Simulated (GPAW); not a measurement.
# WS2 (Tungstenite) (P6_3/mmc) in GPAW: a series of runs, part 2 of 2

GPAW 26.7.0. The steps go on from the part before.

### 3 Optical spectrum, PBE+U

The input, run.py:

```python
from ase.dft.bandgap import bandgap
from ase.io import read, write
from gpaw import GPAW, PW
from gpaw.response.df import DielectricFunction

atoms = read('WS2.xyz')

calc = GPAW(mode=PW(500),
            xc='PBE',
            kpts={'size': (8, 8, 2), 'gamma': True},
            occupations={'name': 'fermi-dirac', 'width': 0.001},
            setups={'W': ':d,6.0'},
            nbands=46,
            convergence={'density': 1e-06},
            maxiter=150,
            txt='gpaw.txt')
atoms.calc = calc
energy = atoms.get_potential_energy()
calc.write('gs.gpw')
write('result.traj', atoms)
print(f'Energy: {energy:.6f} eV')
print('Fermi level:', round(calc.get_fermi_level(), 4), 'eV')
print(f'Gap: {bandgap(calc)[0]:.4f} eV, direct: {bandgap(calc, direct=True)[0]:.4f} eV')

dense = calc.fixed_density(kpts={'size': (10, 10, 3), 'gamma': True},
                           nbands=80, convergence={'bands': 74, 'eigenstates': 1e-7},
                           update_fermi_level=True, txt='dense.txt')
dense.write('dense.gpw', mode='all')

df = DielectricFunction('dense.gpw', frequencies={'type': 'nonlinear', 'domega0': 0.05, 'omega2': 10},
                        eta=0.1, ecut=50, nbands=74, intraband=False, txt='df.txt')
for direction in ['x', 'z']:
    df.get_dielectric_function(xc='RPA', direction=direction, filename=f'df_{direction}.csv')
    e0, e = df.get_macroscopic_dielectric_constant(xc='RPA', direction=direction)
    print(f'{direction}: static eps {e0:.4f} without, {e:.4f} with local fields')
```

The input, WS2.xyz:

```xyz
6
Lattice="3.1800000000 0.0000000000 0.0000000000 -1.5900000000 2.7539607840 0.0000000000 0.0000000000 0.0000000000 12.5000000000" Properties=species:S:1:pos:R:3 pbc="T T T"
W      1.5900000002      0.9179869279      9.3750000000
W     -0.0000000002      1.8359738561      3.1250000000
S      1.5900000002      0.9179869279      4.6875000000
S     -0.0000000002      1.8359738561     10.9375000000
S      1.5900000002      0.9179869279      1.5625000000
S     -0.0000000002      1.8359738561      7.8125000000
```

Potentials or basis: GPAW PAW data sets (gpaw-data 1.2.1), pw.

On the command line:

```console
OMP_NUM_THREADS=1 python run.py
```

gpaw.txt:

```text
__  _  _
 | _ |_)|_||  |
 |__||  | ||/\| - 26.7.0

Input parameters:
  mode=PW(ecut=500.0),
  convergence={'density': 1e-06},
  kpts=MonkhorstPack(size=(8, 8, 2), gamma=True),
  maxiter=150,
  nbands=46,
  occupations=Occupations(name='fermi-dirac', width=0.001),
  setups={'W': ':d,6.0'},
  xc=XC(name='PBE')

Diagonalizing LCAO Hamiltonian
Converting LCAO to pw mode

        S

           W
        S

           S
        W

           S

Atoms  # Å, Bohr magnetons
|   | symbol |         x |        y |         z |    initial magnetic moments |
|---|--------|-----------|----------|-----------|-----------------------------|
| 0 |      W |  1.590000 | 0.917987 |  9.375000 | ( 0.0000,  0.0000,  0.0000) |
| 1 |      W | -0.000000 | 1.835974 |  3.125000 | ( 0.0000,  0.0000,  0.0000) |
| 2 |      S |  1.590000 | 0.917987 |  4.687500 | ( 0.0000,  0.0000,  0.0000) |
| 3 |      S | -0.000000 | 1.835974 | 10.937500 | ( 0.0000,  0.0000,  0.0000) |
| 4 |      S |  1.590000 | 0.917987 |  1.562500 | ( 0.0000,  0.0000,  0.0000) |
| 5 |      S | -0.000000 | 1.835974 |  7.812500 | ( 0.0000,  0.0000,  0.0000) |

Unit cell  # Å
| periodic |         x |        y |         z |   lengths |     angles |
|----------|-----------|----------|-----------|-----------|------------|
|      yes |  3.180000 | 0.000000 |  0.000000 |  3.180000 |  90.000000 |
|      yes | -1.590000 | 2.753961 |  0.000000 |  3.180000 |  90.000000 |
|      yes |  0.000000 | 0.000000 | 12.500000 | 12.500000 | 120.000000 |

Number of symmetries: 12
Symmetry operations  # r_c * U_cc + t_c -> r_c
|    | kind |            matrix            |
|----|------|------------------------------|
|  0 |  σ   |  1, 1, 0,  0,-1, 0,  0, 0, 1 |
|  1 |  S6  |  1, 1, 0, -1, 0, 0,  0, 0,-1 |
|  2 |  E   |  1, 0, 0,  0, 1, 0,  0, 0, 1 |
|  3 |  C2  |  1, 0, 0, -1,-1, 0,  0, 0,-1 |
|  4 |  C2  |  0, 1, 0,  1, 0, 0,  0, 0,-1 |
|  5 |  C3  |  0, 1, 0, -1,-1, 0,  0, 0, 1 |
|  6 |  S6  |  0,-1, 0,  1, 1, 0,  0, 0,-1 |
|  7 |  σ   |  0,-1, 0, -1, 0, 0,  0, 0, 1 |
|  8 |  σ   | -1, 0, 0,  1, 1, 0,  0, 0, 1 |
|  9 |  i   | -1, 0, 0,  0,-1, 0,  0, 0,-1 |
| 10 |  C3  | -1,-1, 0,  1, 0, 0,  0, 0, 1 |
| 11 |  C2  | -1,-1, 0,  0, 1, 0,  0, 0,-1 |

BZ-sampling:
  Number of BZ points: 128
  Number of IBZ points: 20

  Monkhorst-Pack size: [8, 8, 2]
  Monkhorst-Pack shift: [0.0625, 0.0625, 0.25]

K-points  # in reciprocal-cell coordinates
|     |                                coordinates |     weight |
|-----|--------------------------------------------|------------|
|   0 | (  0.00000000,   0.00000000,   0.00000000) | 0.00781250 |
|   1 | (  0.00000000,   0.00000000,   0.50000000) | 0.00781250 |
|   2 | (  0.12500000,   0.00000000,   0.00000000) | 0.04687500 |
|   3 | (  0.12500000,   0.00000000,   0.50000000) | 0.04687500 |
|   4 | (  0.25000000,  -0.12500000,   0.00000000) | 0.04687500 |
|   5 | (  0.25000000,  -0.12500000,   0.50000000) | 0.04687500 |
|   6 | (  0.25000000,   0.00000000,   0.00000000) | 0.04687500 |
|   7 | (  0.25000000,   0.00000000,   0.50000000) | 0.04687500 |
|   8 | (  0.37500000,  -0.12500000,   0.00000000) | 0.09375000 |
|   9 | (  0.37500000,  -0.12500000,   0.50000000) | 0.09375000 |
| ... |                                            |            |
|  19 | (  0.50000000,   0.50000000,   0.50000000) | 0.02343750 |

Plane wave coefficients: 2798
Cutoff: 500.0 eV

Spin-components: 1 (collinear spins)
Bands:           46
Projectors:      32
Spin-degeneracy: 2
Datatype:        complex128

Parallelization:
  kpt:    1
  domain: 1
  band:   1

Density:
  Valence electrons: 52.0
  Components: 1
  Grid points: [18 18 70]
  Charge: 0.0  # |e|

Potential:
  Grid points: [18 18 70]

species:
  W:
    name:    Tungsten
    Z:       74.0
    valence: 14
    core:    60
    charge:  0.0  # [|e|]
    Hubbard: {U: 6.0,  # eV
              l: 2,
              scale: True}
    compensation charges:
      type: gauss
      rc: 0.40  # [Å]
      lmax: 2
    cutoffs:
      filter: 2.36  # [Å]
      core: 3.02  # [Å]
    projectors
    | kind |    occ | energy [eV] | rcut [Å] |
    |------|--------|-------------|----------|
    |   5s |  2.000 |     -78.830 |    1.344 |
    |   6s |  2.000 |      -5.697 |    1.344 |
    |   5p |  6.000 |     -43.233 |    1.355 |
    |   6p |  0.000 |      -1.367 |    1.355 |
    |   5d |  4.000 |      -4.494 |    1.228 |
    |    d |        |      22.717 |    1.228 |

    Using partial waves for W as LCAO basis

  S:
    name:    Sulfur
    Z:       16.0
    valence: 6
    core:    10
    charge:  0.0  # [|e|]
    compensation charges:
      type: gauss
      rc: 0.24  # [Å]
      lmax: 2
    cutoffs:
      filter: 1.77  # [Å]
      core: 1.66  # [Å]
    projectors
    | kind |    occ | energy [eV] | rcut [Å] |
    |------|--------|-------------|----------|
    |   3s |  2.000 |     -17.254 |    0.974 |
    |   3p |  4.000 |      -7.008 |    0.979 |
    |    s |        |       9.957 |    0.974 |
    |    p |        |      20.203 |    0.979 |
    |    d |        |       0.000 |    0.900 |

    Using partial waves for S as LCAO basis

Reference energy: -920973.822900  # eV

eigensolver:
  PPCG
  Converge bands: occupied
  niter=2

density mixing:
  MSR1-Mixer
  Pratt-step length: 0.05
  Maximum mixing coefficient: 0.75
  Old densities: 10
  SVD Regularization: 0.005
  Good broyden scale: 1.0
  Trust region scale: 1.0
  Backstep threshold: 4.0
  History deletion threshold: 6.0
  Fourier metric: weight=20.0, sigma=0.015

occupation numbers:
  Fermi-Dirac:
    width: 0.0010  # eV

poisson solver:
  ecut: 4000.0  # eV

xc functional:
  name: PBE with 2 nearest neighbor stencil

convergence criteria:
- Maximum integral of absolute [dens]ity change: 1e-06 electrons / valence electron
- Maximum [total energy] change in last 3 cyles: 0.0005 eV / valence electron
- Maximum integral of absolute [eigenst]ate change: 4e-08 eV^2 / valence electron
maximum number of iterations: 150

SCF iterations
|iter     | |      energy | eigst |  dens |
|---------|-|-------------|-------|-------|
|iter:   1| |  -30.711813 | +0.41 |       |
|iter:   2| |  -30.772249 | -1.44 | -1.11 |
|iter:   3| |  -30.179998 | -1.32 | -1.15 |
|iter:   4| |  -29.971069 | -1.99 | -1.40 |
|iter:   5| |  -29.879792 | -2.22 | -1.68 |
|iter:   6| |  -29.973758 | -2.90 | -2.06 |
|iter:   7| |  -29.890758 | -3.22 | -1.93 |
|iter:   8| |  -29.896060 | -4.48 | -2.76 |
|iter:   9| |  -29.903613c| -3.99 | -2.98 |
|iter:  10| |  -29.906446c| -4.04 | -3.11 |
|iter:  11| |  -29.907093c| -4.64 | -3.30 |
|iter:  12| |  -29.907228c| -5.39 | -3.65 |
|iter:  13| |  -29.907267c| -6.20 | -3.91 |
|iter:  14| |  -29.907274c| -6.80 | -4.51 |
|iter:  15| |  -29.907274c| -7.19 | -4.97 |
|iter:  16| |  -29.907274c| -7.99c| -5.55 |
|iter:  17| |  -29.907274c| -9.05c| -6.03c|

Converged in 17 steps
Energy contributions relative to reference atoms: (reference = -920973.822900)

Energy contributions:
  Kinetic:          29.468718
  Coulomb:         -33.706269
  Zero:              0.352938
  External:          0.000000
  Xc:              -26.022662
  Entropy:          -0.000000
  Spinorbit:         0.000000
  ----------------------------
  Free energy:     -29.907274
  Extrapolated:    -29.907274

dipole moment: (0.000004, 0.000006, 0.000029)  # |e|*Ang

Fermi level: 9.386
Eigenvalues  # (at kpt = [0.000, 0.000, 0.000])
| band index |      eig [eV] | occ [0-2] |
|------------|---------------|-----------|
|          0 |       -66.551 |     2.000 |
|        ... |               |           |
|         18 |         5.140 |     2.000 |
|         19 |         6.469 |     2.000 |
|         20 |         6.469 |     2.000 |
|         21 |         6.516 |     2.000 |
|         22 |         6.516 |     2.000 |
|         23 |         6.958 |     2.000 |
[... 8 lines left out ...]
|         32 |        11.146 |     0.000 |
|         33 |        11.146 |     0.000 |
|        ... |               |           |
|         45 |        21.019 |     0.000 |

Gap: 1.313 eV
Transition (v -> c):
  (s=0, k=0, n=25, [0.00, 0.00, 0.00]) -> (s=0, k=12, n=26, [0.38, 0.38, 0.00])
Direct/indirect transitions are different
Direct gap: 1.608 eV
Transition at: (s=0, k=12, n=25, [0.38, 0.38, 0.00])
# Writing to gs.gpw (mode='')
```

It took 7.7 min on 1 thread of Arm Neoverse V1, shared host; peak memory 0.64 GiB.

What came out:

- Free energy: -29.9073 eV
- Band gap on the k mesh: 1.31 eV, indirect (least direct gap 1.61 eV)

Dielectric function (mean over the directions given):
| energy (eV) | real part | imaginary part |
| --- | --- | --- |
| 0.25 | 10.19 | 0.05 |
| 0.67 | 10.65 | 0.19 |
| 1.15 | 12.47 | 0.85 |
| 1.66 | 6.59 | 6.35 |
| 2.18 | 11.84 | 3.28 |
| 2.66 | 11.92 | 4.38 |
| 3.17 | 9.48 | 9.15 |
| 3.56 | 5.38 | 8.54 |
| 4.03 | 7.18 | 7.71 |
| 4.51 | 3.91 | 9.48 |
| 5.01 | 3.93 | 8.33 |
| 5.53 | 0.82 | 7.51 |
| 6.07 | 1.84 | 5.38 |
| 6.55 | 1.32 | 6.56 |
| 6.87 | 0.74 | 5.73 |
| 7.38 | 0.98 | 4.92 |
| 7.90 | 0.30 | 4.74 |
| 8.43 | 1.61 | 4.24 |
| 8.89 | 0.81 | 3.92 |
| 9.47 | 0.96 | 4.78 |
| 9.76 | -0.14 | 4.67 |
| 10.26 | 0.61 | 3.74 |
| 10.78 | 0.86 | 3.91 |
| 11.31 | 0.04 | 4.37 |
| 11.85 | -0.91 | 4.31 |
| 12.30 | -1.50 | 3.44 |
| 12.77 | -1.06 | 2.46 |
| 13.24 | -1.26 | 2.34 |
| 13.72 | -0.77 | 1.78 |
| 14.22 | -0.40 | 2.07 |
| 14.73 | -0.68 | 2.06 |
| 15.26 | -0.70 | 1.79 |
| 15.80 | -0.76 | 1.83 |
| 16.21 | -0.96 | 1.60 |
| 16.78 | -0.76 | 1.13 |
| 17.36 | -0.53 | 0.94 |
| 17.96 | -0.39 | 0.96 |
| 18.58 | -0.31 | 0.96 |
| 19.22 | -0.38 | 0.86 |
| 19.87 | -0.36 | 0.75 |

Caveat: the long-wavelength limit can be off by several per cent where d states take part; response on these states lacks terms of the Hamiltonian; spectra need much finer meshes, so this one isn't converged; independent-particle spectra lack excitons; spin-orbit coupling is left out, which moves the levels of the heavy elements; an odd mesh through Γ misses points on the zone boundary, where band edges often lie.
